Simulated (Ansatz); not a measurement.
# AlN (P6_3mc): a many-body input that goes wrong, and its mend

A first try at the G0W0 gap of AlN (P6_3mc), what the program said, and an input that works.

Method: G0W0 on PBE, plane waves, PAW, in Ansatz 0.2.0.

The database entry behind the starting cell differs from later determinations by our own check (inner coordinate u about 0.002 short), so it need not match the best structure at ambient conditions.

**1. The starting structure**

Symmetry: P6_3mc, No. 186, hexagonal system. The conventional cell has a = 3.113 Å, b = 3.113 Å, c = 4.981 Å, α = 90.00°, β = 90.00°, γ = 120.00°. Nearest to Al lie 4 N at 1.89 Å. N has 4 Al at 1.89 Å nearest. Farther neighbours and most contacts between anions are not listed.

Coordinates:

```cif
data_structure
_symmetry_space_group_name_H-M 'P6_3mc'
_symmetry_Int_Tables_number 186
_cell_length_a 3.1130
_cell_length_b 3.1130
_cell_length_c 4.9810
_cell_angle_alpha 90.000
_cell_angle_beta 90.000
_cell_angle_gamma 120.000
_cell_volume 41.80
loop_
_atom_site_label
_atom_site_type_symbol
_atom_site_symmetry_multiplicity
_atom_site_Wyckoff_symbol
_atom_site_fract_x
_atom_site_fract_y
_atom_site_fract_z
_atom_site_occupancy
Al1 Al 2 b 0.33333 0.66667 0.00000 1
N1 N 2 b 0.33333 0.66667 0.38000 1
```

The cell and positions come from the Crystallography Open Database and are kept as given unless a step says otherwise. The default PAW set here is soft_2. Its files were made with PBE.

**2. First try**

input.yaml reads:

```yaml
crystal:
  lattice:
    - [3.113, 0.0, 0.0]
    - [-1.5565, 2.695937082, 0.0]
    - [0.0, 0.0, 4.981]
  atoms:
    - { symbol: Al, position: [0.3333333333, 0.6666666667, 0.0] }
    - { symbol: Al, position: [0.6666666667, 0.3333333333, 0.5] }
    - { symbol: "N", position: [0.3333333333, 0.6666666667, 0.38] }
    - { symbol: "N", position: [0.6666666667, 0.3333333333, 0.88] }
kpoints:
  mp_grid: { grid: [6, 6, 2] }
hamiltonian:
  xc: pbe
scf:
  occupations: { method: fixed }
gw:
  n_empty_bands: 67
  ecut_chi: 10
  qp_bands: [v2, c2]
  qp_kpoints: band_edges
  screening: { model: contour_deformation }
```

Command:

```bash
$ ansatz run input.yaml --threads 2 --pin off --max-ram 92160MiB --backend cuda --events-out ev --progress --plain --runs-dir out --devices 1 --max-vram 13GiB  # rebuilt from the run's record
```

Numbers of over 12 decimals in the logs are rounded to 6 here.

What it wrote:

```text
GPUs: using 1 of 1 available (devices: 1).
Engine: ansatz 0.2.0, x86_64-unknown-linux-gnu
Pseudopotentials: kind: paw
Pseudopotential: Al, paw, valence charge 3, recommended cutoff 420 eV (normal), Al.paw.azcp
Pseudopotential: N, paw, valence charge 5, recommended cutoff 420 eV (normal), N.paw.azcp
Functional definition: PBE
  parameter kappa = 0.804
  parameter beta = 0.066725
  exchange = pbe_x(kappa = kappa, mu = beta*pi^2/3)
  correlation = pbe_c(beta = beta)
device memory: the entry about to start is reckoned to put 0.6 GiB on a device that reports 61.8 GiB free (of which the cap on the GPU budget leaves the run 13.0 GiB)
GPU FFT provider: cuFFT
GPU libraries: cuBLAS 13.8.2, cuFFT 12.4.0, cuSOLVER 12.3.4
Crystal: 4 atoms, lattice volume = 41.803 Å³
Basis set: ecut = 420 eV, 809 PW (Γ)
Bands: 12, of which v1, the nominal top of the filled ones, is band 8 counted from 1 (7 counted from 0)
Symmetry: 12 space group operations
Space group: P63mc (ITA 186), of the structure as read, at distance tolerance 3.5e-5 Å
k-points: 14 of 72
Non-local potential: Al, projectors of the file, l = 0: 2, l = 1: 2, l = 2: 1
Non-local potential: N, projectors of the file, l = 0: 2, l = 1: 2, l = 2: 1
PAW form: soft (Blöchl's): semilocal exchange-correlation on the pseudo side does not see the compensation charge
PAW one-centre angular grid: Al, 110 points (default); XC on 64 Gauss nodes
PAW one-centre angular grid: N, 110 points (default); XC on 64 Gauss nodes
Initial density: superposition of atomic densities (neutral atoms: chi_scale 0, normalization atom), corrected by the library's trained network
Initial wavefunctions: pseudopotential atomic-orbital guess
GPU buffer pool allocated for 20736 grid points (all kernels)
GPU transforms: local potential and band sums: pruned to the plane-wave sphere, on 24×24×36
Functional: x = pbe(κ = 0.804, μ = 0.219515), c = pbe(β = 0.066725)
SCF iter   1: F=—  HF=-1848.496061 eV  |F-HF|=—  |Δ(HF+E_count)|=         —  Δρ=8.03e-4  dr2=1.25e-4  ethr=1.77e-3  ⟨swp⟩=4.8  Hψ=919  notcnv=0  defer=23
preconditioner: auto → none  [insulator: Δε(μ)=4.209 eV  Ē_g=13.125 eV  n_scr=2 (ndim 8)  ℏωp=23.0 eV  f_vac=0.000  ε∞_Penn≈4.1]
SCF iter   2: F=—  HF=-1848.496407 eV  |F-HF|=—  |Δ(HF+E_count)|=   3.46e-4  Δρ=4.11e-4  dr2=1.98e-5  ethr=7.80e-7  ⟨swp⟩=2.1  Hψ=416  notcnv=0  defer=28
SCF iter   3: F=—  HF=-1848.496476 eV  |F-HF|=—  |Δ(HF+E_count)|=   6.83e-5  Δρ=1.71e-4  dr2=5.09e-6  ethr=1.24e-7  ⟨swp⟩=2.0  Hψ=251  notcnv=0  defer=13
iter 4 did not close the SCF: its close was put off for the readings that it lacked (scf_convergence_deferred on its scf_iter line)
SCF iter   4: F=-1848.496489 eV  HF=-1848.496489 eV  |F-HF|=2.39e-8  |Δ(HF+E_count)|=   1.37e-5  Δρ=1.84e-5  dr2=7.31e-8  ethr=3.18e-8  ⟨swp⟩=2.0  Hψ=279  notcnv=0  defer=25
iter 5 did not close the SCF: its close was put off for the readings that it lacked (scf_convergence_deferred on its scf_iter line)
SCF iter   5: F=-1848.496489 eV  HF=-1848.496489 eV  |F-HF|=5.53e-9  |Δ(HF+E_count)|=   4.41e-8  Δρ=4.50e-6  dr2=3.48e-9  ethr=4.57e-10  ⟨swp⟩=2.7  Hψ=297  notcnv=0  defer=28
SCF iter   6: F=-1848.496489 eV  HF=-1848.496489 eV  |F-HF|=3.00e-11  |Δ(HF+E_count)|=   6.21e-9  Δρ=2.60e-7  dr2=1.33e-11  ethr=2.17e-11  ⟨swp⟩=3.9  Hψ=890  notcnv=0
SCF 1 converged in 6 iterations: F = -1848.496489 eV  dr2 = 1.33e-11
[...]
device memory: the entry about to start is reckoned to put 0.9 GiB on a device that reports 59.0 GiB free (of which the cap on the GPU budget leaves the run 13.0 GiB)
NSCF: frozen V_eff on 14 k-points
[...]
device memory: the entry about to start is reckoned to put 1.1 GiB on a device that reports 57.5 GiB free (of which the cap on the GPU budget leaves the run 13.0 GiB)
NSCF: frozen V_eff on 14 k-points
G₀W₀ screening: q 1/14
[... further progress lines ...]
SCF converged after 6 iterations
Free energy (F): -1848.496489 eV
Harris-Foulkes:  -1848.496489 eV  (|F-HF|=3.00e-11)
Internal energy: -1848.496489 eV  (E = F + TS)
E sigma→0 (E₀):  -1848.496489 eV
Fermi energy:    7.119915 eV
--- Per-component energies (eV) ---
  E_band       = 30.384300
  E_kinetic    = 318.964083
  E_local      = -448.277457  (includes V_loc(G=0)·N_el)
  E_nonlocal   = 110.833818
  E_hartree    = 155.693552
  E_xc         = -203.725013
  E_vxc        = -215.994792  (∫ρ·V_xc dr)
  E_paw        = -1190.322396  (= ΣΔE_a)
  E_vpaw       = -46.528699  (= ΣTr[D̂ρ^β])
  E_aug_tail   = 0.000194  (compensation charges beyond the density's cutoff)
  E_ewald      = -591.663270
  E_smearing   = -0.000000  (= −TS)
  E_closure    = 0.000000  (closes the sum)
  Σ components = -1848.496489   (vs F -1848.496489, Δ=0.00e0)
--- Band table (eV; the first three rows and the last of 14) ---
  k-point 0: bands = [... 4 lower, 6.2912, 6.9406, 6.9406, 7.1199, 11.3328, 13.7887, 17.7306, 18.2934]
  k-point 1: bands = [... 4 lower, 6.6062, 6.6062, 6.6062, 6.6062, 13.5861, 13.5861, 17.4714, 17.4714]
  k-point 2: bands = [... 4 lower, 5.6524, 5.9000, 6.8619, 6.9494, 12.6159, 14.8484, 16.3056, 16.9152]
  k-point 13: bands = [... 4 lower, 3.3013, 3.3013, 6.3421, 6.3421, 14.5526, 14.5526, 14.9886, 14.9886]
--- G₀W₀: contour deformation, 5 samples at zero and on the imaginary axis and 1 off it, 72 q-points, 67 empty bands' worth ---
  eigenvalues of the whole cell's RPA ε∞ on this k-mesh (on a slab, of 1 + 4πα/V) = 4.6512, 4.6512, 4.7914; static W/v taken at q = 0 is 0.211374
  bands read: the sum over 75 bands ends inside a degenerate multiplet in 9 slots, whose members it reads at an even weight; the widest, k=1: bands 75 to 78 (counted from 1) at 1/4 each
  gw.qp_kpoints: band_edges: 12 of 14 stored k-points solved, in 1 pass; an edge of the gap read off the rows below is read off those points alone
    valence top: of the k-points left out ik 8 came nearest to being solved in a further pass, in band 8 (counted from 1, as in the quasiparticle table): it holds the edge there only if its correction is more favourable than any solved in that band by at least 0.587 eV; those differ by 0.252 eV
    conduction bottom: of the k-points left out ik 9 came nearest to being solved in a further pass, in band 9 (counted from 1, as in the quasiparticle table): it holds the edge there only if its correction is more favourable than any solved in that band by at least 2.305 eV; those differ by 0.456 eV
    ik  band        ε_KS         Σx   Σc(E_QP)       V_xc       Z   E_QP_lin       E_QP  E_QP is
     0     7      6.9406   -21.7002     3.2611   -17.6742  0.8424     6.1710     6.1757  root
     0     8      7.1199   -21.8858     3.3170   -17.8146  0.8412     6.3611     6.3658  root
     0     9     11.3328    -9.7538    -3.3982   -14.4516  0.8517    12.6444    12.6325  root
     0    10     13.7887    -7.9470    -3.6944   -13.1976  0.8509    15.3641    15.3449  root
     1     7      6.6062   -21.7106     3.3546   -17.5271  0.8404     5.7716     5.7774  root
     1     8      6.6062   -21.7106     3.3546   -17.5271  0.8404     5.7716     5.7774  root
     1     9     13.5861    -9.3776    -3.7143   -14.6289  0.8449    15.1433    15.1231  root
     1    10     13.5861    -9.3776    -3.7143   -14.6289  0.8449    15.1433    15.1231  root
     2     7      6.8619   -21.7863     3.2936   -17.7083  0.8418     6.0724     6.0774  root
     2     8      6.9494   -21.8287     3.3341   -17.7179  0.8406     6.1675     6.1726  root
     2     9     12.6159   -10.0704    -3.5056   -14.9998  0.8466    14.0557    14.0396  root
     2    10     14.8484    -7.8951    -3.8432   -13.3758  0.8459    16.5098    16.4859  root
     3     7      6.3490   -21.5791     3.4044   -17.3142  0.8387     5.4822     5.4886  root
     3     8      6.3490   -21.5791     3.4044   -17.3142  0.8387     5.4822     5.4886  root
[...]
12    10     15.4863    -7.6826    -4.2130   -13.4193  0.8298    17.0371    17.0100  root
    13     7      6.3421   -21.7925     3.4573   -17.4711  0.8374     5.4714     5.4780  root
    13     8      6.3421   -21.7925     3.4573   -17.4711  0.8374     5.4714     5.4780  root
    13     9     14.5526    -6.8487    -3.9833   -12.2095  0.8370    15.9491    15.9301  root
    13    10     14.5526    -6.8487    -3.9833   -12.2095  0.8370    15.9491    15.9301  root
```

Elapsed: 7.6 s, on 1 × NVIDIA H100 80GB HBM3 (shared by 6 runs) with 2 threads of AMD EPYC 7R13 (Zen 3), shared host; peak memory 1 GiB.

Reading the cycles: dr2 is the Hartree energy of the density residual (eV), the measure of convergence; HF is the Harris–Foulkes estimate of the energy, which meets the free energy F at convergence.

Q: What is the fault?

The run ended normally, though the input holds a fault or crude settings.

The fault: screening cutoff of 10 eV. Nearly all local fields and short-range correlation are left out.

It printed a gap of 6.27 eV, which is an artefact of the settings.

**3. A better input**

Now the one-shot GW correction: screening in the RPA, then the self-energy of the levels asked for.

Changes to input.yaml since step 2:

```diff
@@ -11,3 +11,3 @@
 kpoints:
-  mp_grid: { grid: [6, 6, 2] }
+  mp_grid: { grid: [6, 6, 4] }
 hamiltonian:
@@ -17,4 +17,4 @@
 gw:
-  n_empty_bands: 67
-  ecut_chi: 10
+  n_empty_bands: 124
+  ecut_chi: 120
   qp_bands: [v2, c2]
```

What it wrote:

```text
GPUs: using 1 of 1 available (devices: 1).
[...]
GPU FFT provider: cuFFT
GPU libraries: cuBLAS 13.8.2, cuFFT 12.4.0, cuSOLVER 12.3.4
Crystal: 4 atoms, lattice volume = 41.803 Å³
Basis set: ecut = 420 eV, 809 PW (Γ)
Bands: 12, of which v1, the nominal top of the filled ones, is band 8 counted from 1 (7 counted from 0)
[... 1 set-up line as in the run before ...]
[...]
k-points: 21 of 144 (time reversal used)
[...]
GPU buffer pool allocated for 20736 grid points (all kernels)
[...]
SCF iter   1: F=—  HF=-1848.496222 eV  |F-HF|=—  |Δ(HF+E_count)|=         —  Δρ=8.06e-4  dr2=1.23e-4  ethr=1.77e-3  ⟨swp⟩=4.5  Hψ=1407  notcnv=0  defer=34
[...]
SCF iter   6: F=-1848.496645 eV  HF=-1848.496645 eV  |F-HF|=2.09e-11  |Δ(HF+E_count)|=   5.49e-9  Δρ=2.51e-7  dr2=1.37e-11  ethr=2.08e-11  ⟨swp⟩=3.9  Hψ=1354  notcnv=0
SCF 1 converged in 6 iterations: F = -1848.496645 eV  dr2 = 1.37e-11
[...]
0     7      6.9408   -21.7199     3.2176   -17.6741  0.7829     6.1062     6.1125  root
     0     8      7.1203   -21.7804     3.1691   -17.8147  0.7830     6.3179     6.3236  root
     0     9     11.3329    -9.7927    -3.8603   -14.4516  0.8175    12.1356    12.1314  root
     0    10     13.7887    -7.9298    -4.3913   -13.1978  0.8235    14.6714    14.6655  root
     1     7      6.8408   -21.7229     3.2497   -17.6303  0.7824     5.9913     5.9979  root
     1     8      6.8408   -21.7229     3.2497   -17.6303  0.7824     5.9913     5.9979  root
     1     9     12.2882   -10.1336    -3.9338   -14.9349  0.8112    13.1610    13.1557  root
     1    10     13.9058    -8.2242    -4.4171   -13.5428  0.8193    14.8137    14.8072  root
[...]
20     7      6.3424   -21.7357     3.3633   -17.4711  0.7799     5.4329     5.4410  root
    20     8      6.3424   -21.7357     3.3633   -17.4711  0.7799     5.4329     5.4410  root
    20     9     14.5526    -6.8562    -4.5533   -12.2093  0.8056    15.3587    15.3524  root
    20    10     14.5526    -6.8562    -4.5533   -12.2093  0.8056    15.3587    15.3524  root
[key lines of the parts left out:]
SCF converged after 6 iterations
Free energy (F): -1848.496645 eV
Fermi energy:    7.120255 eV
```

Wall time 17 s (1 × NVIDIA H100 80GB HBM3 (shared by 6 runs) with 2 threads); peak memory 1.1 GiB; 19 s of CPU time.

This step gave:

| Item | Value |
| --- | --- |
| bands summed | 132 |
| RPA ε∞ on this mesh (eigenvalues) | 4.225, 4.225, 4.374 |
| plane waves in the screening matrix | 135 |
| q-points in the mesh | 144 |
| G0W0 gap on the mesh | 5.808 eV |
| k of the valence top | 0, 0, 0 |
| k of the conduction bottom | 0, 0, 0 |
| starting gap on the mesh | 4.213 eV |
| Z at the valence top | 0.7830 |
| Z at the conduction bottom | 0.8175 |
| least direct G0W0 gap on the computed points | 5.808 eV |

The gap on the mesh goes from 4.21 eV to 5.81 eV, a correction of +1.60 eV. Between the two edge states, bare exchange in place of the xc potential would open the gap by 8.62 eV, and correlation takes back 7.03 eV.

**4. What came out**

```yaml
first_try: converged after 7.6 s
better_run: G0W0 gap on the mesh 5.81 eV (6×6×4 mesh, 124 empty bands, screening to 120 eV)
```

In words: The second run differs in: mesh, empty bands and screening cutoff (eV). Bands and cutoff are finite, so the gap is not at the basis limit. The miss can reach some tenths of an eV and take either sign; the mesh is an error of its own.

[Paths, hosts, dates, memory and timing lines, banners, echoed tables and standing remarks are left out of the program output.]

[Logs are printed without paths, hosts, clocks, repeated set-up lines and the standing remarks that a program may print on its own settings, such as how far it seeks lower states.]

[Runs of the session that timed out or met a known fault of the program may be left out.]

[Cells called generated may have been cut or substituted from an entry of the Crystallography Open Database or the Materials Project.]

[Hosts, paths, dates, database ids (printed as entryN), source tags and the programs' standing remarks are cut or masked in the printed files.]
